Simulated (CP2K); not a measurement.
TaN: band structure with PBE

Crystal: TaN.

```
Ta N
1.0
     3.12728    0.00000    0.00000
     1.56364    2.70831    0.00000
     1.56364    0.90277    2.55342
Ta N
1 1
Direct
  0.50000 0.50000 0.50000
  0.00000 0.00000 0.00000
```

The cell comes from a database or a generator and needn't be the stable form of this composition.

* Program: CP2K 2026.2
* Task: band structure
* Functional: PBE
* Potentials or basis: POTENTIAL_UZH Ta GTH-PBE-q13, N GTH-PBE-q5; TZVP-MOLOPT-PBE-GTH basis
* Density cutoff: 6123 eV
* k mesh: 10 × 10 × 10
* Occupations: fermi-dirac, width 0.05 eV
* Spin: no spin polarisation
* SCF solver: diagonalisation with k points
* Quickstep method: GPW
* EPS_DEFAULT: 1.0E-9
* EPS_SCF: 1.0E-6
* MAX_SCF: 100
* SCF_GUESS: ATOMIC
* k points reduced by the point group: yes
* Mesh centred on Gamma: yes
* CHOLESKY: OFF
* EPS_EIGVAL: 1.0E-7
* MIXING METHOD: BROYDEN_MIXING
* MIXING ALPHA: 0.4
* NBUFFER: 8
* NGRIDS: 5
* Basis sets: Ta TZVP-MOLOPT-PBE-GTH-q13, N TZVP-MOLOPT-PBE-GTH-q5
* Potentials: Ta GTH-PBE-q13 of POTENTIAL_UZH, N GTH-PBE-q5 of POTENTIAL_UZH
* ADDED_MOS: [13]
* Points a segment of the path (NPOINTS): 6
* Bands added on the path: 2
* REL_CUTOFF (Ry): 60 Ry
* MIXING BETA (1/bohr): 1.5 1/bohr
* CUTOFF of the grids: 450 Ry

- Pressure: -5.8 GPa
- Band gap on the k mesh: none (metal or under the smearing width)
- Mulliken charges: Ta +1.39; N -1.39 e
- Hirshfeld charges: Ta +0.31; N -0.31 e

Levels at the corners of the path, in eV from the Fermi level:
| point | band 7 | band 8 | band 9 | band 10 | band 11 | band 12 |
| --- | --- | --- | --- | --- | --- | --- |
| Γ | -3.89 | -3.89 | -2.04 | -2.04 | -2.04 | 0.09 |
| X | -5.34 | -4.67 | -4.67 | 2.10 | 3.48 | 3.48 |
| W | -6.72 | -6.72 | -0.22 | -0.22 | 3.49 | 3.94 |
| K | -6.75 | -6.12 | -2.22 | 2.41 | 2.51 | 4.44 |
| Γ | -3.89 | -3.89 | -2.04 | -2.04 | -2.04 | 0.09 |
| L | -7.45 | -7.45 | 1.89 | 1.89 | 1.97 | 3.64 |
| U | -6.75 | -6.12 | -2.22 | 2.41 | 2.51 | 4.44 |
| W | -6.72 | -6.72 | -0.22 | -0.22 | 3.49 | 3.94 |
| L | -7.45 | -7.45 | 1.89 | 1.89 | 1.97 | 3.64 |
| K | -6.75 | -6.12 | -2.22 | 2.41 | 2.51 | 4.44 |
| U | -6.75 | -6.12 | -2.22 | 2.41 | 2.51 | 4.44 |
| X | -5.34 | -4.67 | -4.67 | 2.10 | 3.48 | 3.48 |

Run time: 82 s on 1 thread of Arm Neoverse V1, on a shared host, peak memory 0.31 GiB.

Caveat: Mulliken charges move with the basis; spin-orbit coupling is left out, which moves the levels of the heavy elements; the basis of atomic orbitals isn't converged, which shifts pressures, moduli and gaps.
